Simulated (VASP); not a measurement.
# SnSe2 (P-3m1) in VASP: a series of runs, part 2 of 2

VASP 6.6.1. Earlier steps stand in the parts before.

## (3) Relaxation of cell and atoms, PBE+D3(BJ)

This run uses another cell than the first one, of 25.57 Å³/atom, 0.994 times its volume.

The input, INCAR:

```
SYSTEM = SnSe2
PREC     = Accurate       ! precision mode
ENCUT    = 600            ! plane-wave cutoff, eV
EDIFF    = 1E-7           ! SCF threshold, eV
ISMEAR   = 0              ! smearing method
SIGMA    = 0.03           ! smearing width, eV
LREAL    = .False.        ! projectors in reciprocal space
LASPH    = .True.         ! aspherical terms in the spheres
NELM     = 80             ! most SCF steps
ALGO     = Normal         ! electronic algorithm
ISIF     = 3              ! what is computed and relaxed
LWAVE    = .False.        ! write WAVECAR
LCHARG   = .False.        ! write CHGCAR
GGA      = PE             ! functional
IVDW     = 12             ! dispersion correction
IBRION   = 2              ! ionic algorithm
NSW      = 90             ! ionic steps
EDIFFG   = -0.005         ! ionic threshold
```

The input, KPOINTS:

```
Automatic mesh
0
Gamma
  9 9 5
  0 0 0
```

The input, POSCAR:

```
SnSe2                                   
1.0
    3.8394218829     -0.0000000000      0.0000000000
   -1.9197109414      3.3250368825     -0.0000000000
   -0.0000000000      0.0000000000      6.0091826699
  Sn              Se            
     1     2
Direct
     0.0000000000000000    0.0000000000000000    0.0000000000000000
     0.3333333300000021    0.6666666699999979    0.2655766282026721
     0.6666666699999979    0.3333333300000021    0.7344233717973281
```

Potentials or basis: VASP PAW PBE potentials, release 64 (Sn_d, Se).

Started as:

```
cat potpaw_PBE.64/Sn_d/POTCAR potpaw_PBE.64/Se/POTCAR > POTCAR
mpirun -np 1 vasp_std > vasp.out
```

OUTCAR:

```text
SYSTEM = SnSe2
   PREC = Accurate
   ENCUT = 600
   EDIFF = 1E-7
   ISMEAR = 0
   LREAL = .False.
   LASPH = .True.
   NELM = 80
   ISIF = 3
   GGA = PE
   IVDW = 12
   IBRION = 2
   NSW = 90
   EDIFFG = -0.005
 IVDW          = 12

 ion  position               nearest neighbor table
   1  0.000  0.000  0.000-   2 2.73   3 2.73   2 2.73   3 2.73   3 2.73   2 2.73
   2  0.333  0.667  0.266-   1 2.73   1 2.73   1 2.73
   3  0.667  0.333  0.734-   1 2.73   1 2.73   1 2.73

  LATTYP: Found a hexagonal cell.
 ALAT       =     3.8394218829
 C/A-ratio  =     1.5651269522

  Lattice vectors:

 A1 = (   3.8394218829,   0.0000000000,   0.0000000000)
 A2 = (  -1.9197109414,   3.3250368825,   0.0000000000)
 A3 = (   0.0000000000,   0.0000000000,   6.0091826699)

Analysis of symmetry for initial positions (statically):
=====================================================================
 Subroutine PRICEL returns:
 Original cell was already a primitive cell.

 Routine SETGRP: Setting up the symmetry group for a
 hexagonal supercell.

 Subroutine GETGRP returns: Found 12 space group operations
 (whereof 12 operations were pure point group operations)
 out of a pool of 24 trial point group operations.

The static configuration has the point symmetry D_3d.

Analysis of symmetry for dynamics (positions and initial velocities):
=====================================================================
 Subroutine PRICEL returns:
 Original cell was already a primitive cell.

 Routine SETGRP: Setting up the symmetry group for a
 hexagonal supercell.

 Subroutine GETGRP returns: Found 12 space group operations
 (whereof 12 operations were pure point group operations)
 out of a pool of 24 trial point group operations.

The dynamic configuration has the point symmetry D_3d.

 Subroutine INISYM returns: Found 12 space group operations
 (whereof 12 operations are pure point group operations),
 and found     1 'primitive' translations

----------------------------------------------------------------------------------------

                                     Primitive cell

  volume of cell :      76.7145

  direct lattice vectors                    reciprocal lattice vectors
     3.839421883  0.000000000  0.000000000     0.260455879  0.150374272  0.000000000
    -1.919710941  3.325036883  0.000000000     0.000000000  0.300748544  0.000000000
     0.000000000  0.000000000  6.009182670     0.000000000  0.000000000  0.166411982

  length of vectors
     3.839421883  3.839421879  6.009182670     0.300748543  0.300748544  0.166411982

  position of ions in fractional coordinates (direct lattice)
     0.000000000  0.000000000  0.000000000
     0.333333330  0.666666670  0.265576628
     0.666666670  0.333333330  0.734423372

  ion indices of the primitive-cell ions
   primitive index   ion index
                 1           1
                 2           2
                 3           3

[... 107 lines left out ...]
 maximum number of plane-waves:      2599
 NGX is ok and might be reduce to    32
   NGX = 15   NGY = 15   NGZ = 25

--------------------------------------- Ionic step        1  -------------------------------------------

 number of electron      26.0000005 magnetization

 Free energy of the ion-electron system (eV)
  ---------------------------------------------------
  ext. energy  EPLUGINS =         0.00000000
  ---------------------------------------------------
  free energy    TOTEN  =       -11.80561402 eV

  energy without entropy =      -11.80561402  energy(sigma->0) =      -11.80561402

------------------------ aborting loop because EDIFF is reached ----------------------------------------

 Edisp (eV)   -1.09206

 E8    (eV) :    -0.4780

  FORCE on cell =-STRESS in cart. coord.  units (eV):
  Direction    XX          YY          ZZ          XY          YZ          ZX
  --------------------------------------------------------------------------------------
  -------------------------------------------------------------------------------------
  Total       0.02304     0.02304    -0.01919     0.00000     0.00000     0.00000
  in kB       0.48124     0.48124    -0.40072     0.00000     0.00000     0.00000
  external pressure =        0.19 kB  Pullay stress =        0.00 kB

 VOLUME and BASIS-vectors are now :
 -----------------------------------------------------------------------------
  energy-cutoff  :      600.00
  volume of cell :       76.71
      direct lattice vectors                 reciprocal lattice vectors
     3.839421883  0.000000000  0.000000000     0.260455879  0.150374272  0.000000000
    -1.919710941  3.325036883  0.000000000     0.000000000  0.300748544  0.000000000
     0.000000000  0.000000000  6.009182670     0.000000000  0.000000000  0.166411982

 POSITION                                       TOTAL-FORCE (eV/Angst)
 -----------------------------------------------------------------------------------
      0.00000      0.00000      0.00000         0.000000      0.000000     -0.000000
     -0.00000      2.21669      1.59590        -0.000000      0.000000     -0.008723
      1.91971      1.10835      4.41328         0.000000     -0.000000      0.008723
 -----------------------------------------------------------------------------------
    total drift:                                0.000000      0.000000      0.000000

  FREE ENERGIE OF THE ION-ELECTRON SYSTEM (eV)
  ---------------------------------------------------
  free  energy   TOTEN  =       -12.8976761106 eV

  energy  without entropy=      -12.8976761106  energy(sigma->0) =      -12.89767611

--------------------------------------- Ionic step        2  -------------------------------------------

 number of electron      26.0000005 magnetization

 Free energy of the ion-electron system (eV)
  ---------------------------------------------------
  ext. energy  EPLUGINS =         0.00000000
  ---------------------------------------------------
  free energy    TOTEN  =       -11.80612326 eV

  energy without entropy =      -11.80612326  energy(sigma->0) =      -11.80612326

 E-fermi :   4.6034     XC(G=0):  -9.5634

 val. band max:        4.4086653241   @ k =   0.1111   0.0000   0.0000
 cond. band min:       4.8430409041   @ k =   0.0000   0.4444   0.4000
 fundamental gap:      0.4343755799
 Fermi energy:         4.6034040204

 k-point     1 :       0.0000    0.0000    0.0000
  band No.  band energies     occupation
      1     -16.9757      2.00000
      2     -16.9757      2.00000
      3     -16.9418      2.00000
      4     -16.9306      2.00000
      5     -16.9306      2.00000
      6      -9.5092      2.00000
[... 457 lines left out ...]
      4     -16.9293      2.00000
      5     -16.9182      2.00000
      6      -8.6737      2.00000
[... 9 lines left out ...]
     16       9.3406      0.00000
     17      10.6303      0.00000

 [... further k-points ...]

------------------------ aborting loop because EDIFF is reached ----------------------------------------

 Edisp (eV)   -1.09157

 E8    (eV) :    -0.4778

  FORCE on cell =-STRESS in cart. coord.  units (eV):
  Direction    XX          YY          ZZ          XY          YZ          ZX
  --------------------------------------------------------------------------------------
  -------------------------------------------------------------------------------------
  Total       0.00690     0.00690    -0.00809     0.00000     0.00000     0.00000
  in kB       0.14412     0.14412    -0.16883     0.00000     0.00000     0.00000
  external pressure =        0.04 kB  Pullay stress =        0.00 kB

 VOLUME and BASIS-vectors are now :
 -----------------------------------------------------------------------------
  energy-cutoff  :      600.00
  volume of cell :       76.75
      direct lattice vectors                 reciprocal lattice vectors
     3.840844556  0.000000000  0.000000000     0.260359404  0.150318572  0.000000000
    -1.920422278  3.326268954  0.000000000    -0.000000000  0.300637144  0.000000000
     0.000000000  0.000000000  6.007328580    -0.000000000 -0.000000000  0.166463343

 POSITION                                       TOTAL-FORCE (eV/Angst)
 -----------------------------------------------------------------------------------
      0.00000      0.00000      6.00733         0.000000      0.000000      0.000000
     -0.00000      2.21751      1.59499         0.000000     -0.000000     -0.004328
      1.92042      1.10876      4.41234        -0.000000      0.000000      0.004328
 -----------------------------------------------------------------------------------
    total drift:                                0.000000     -0.000000      0.000000

  FREE ENERGIE OF THE ION-ELECTRON SYSTEM (eV)
  ---------------------------------------------------
  free  energy   TOTEN  =       -12.8976965375 eV

  energy  without entropy=      -12.8976965375  energy(sigma->0) =      -12.89769654

 reached required accuracy - stopping structural energy minimisation
```

Wall time 48 s (1 thread of AMD EPYC 9R45 (Zen 5), shared host); peak memory 0.25 GiB.

Results:

| Property | Result |
| --- | --- |
| Free energy | -12.8977 eV |
| Relaxed volume | 25.58 Å³/atom |
| Relaxed cell | a = 3.841 Å, b = 3.841 Å, c = 6.007 Å, α = 90.00°, β = 90.00°, γ = 120.00° |
| Space group after relaxing (to 0.05 Å) | P-3m1 (No. 164) |
| Energy gained by relaxing | 0.0 meV/atom |
| Ionic steps | 2 |
| Pressure after relaxing | 0.0 GPa |
| Largest force after relaxing | 0.004 eV/Å |
| Band gap on the k mesh | 0.43 eV, indirect (least direct gap 0.81 eV) |
| Dispersion energy per atom | -0.364 eV |

Forces in eV/Å, atoms in the order of the input:
```
Sn   0.000  0.000  0.000
Se   0.000  0.000 -0.004
Se   0.000  0.000  0.004
```

Final structure:
```yaml
crystal:
  lattice:
    - [3.84084, 0.00000, 0.00000]
    - [-1.92042, 3.32627, 0.00000]
    - [0.00000, 0.00000, 6.00733]
  atoms:
    - { symbol: Sn, position: [0.00000, 0.00000, 0.00000] }
    - { symbol: Se, position: [0.33333, 0.66667, 0.26551] }
    - { symbol: Se, position: [0.66667, 0.33333, 0.73449] }
```

Caveat: spin-orbit coupling is left out, which moves the levels of the heavy elements; an odd mesh through Γ misses points on the zone boundary, where band edges often lie.
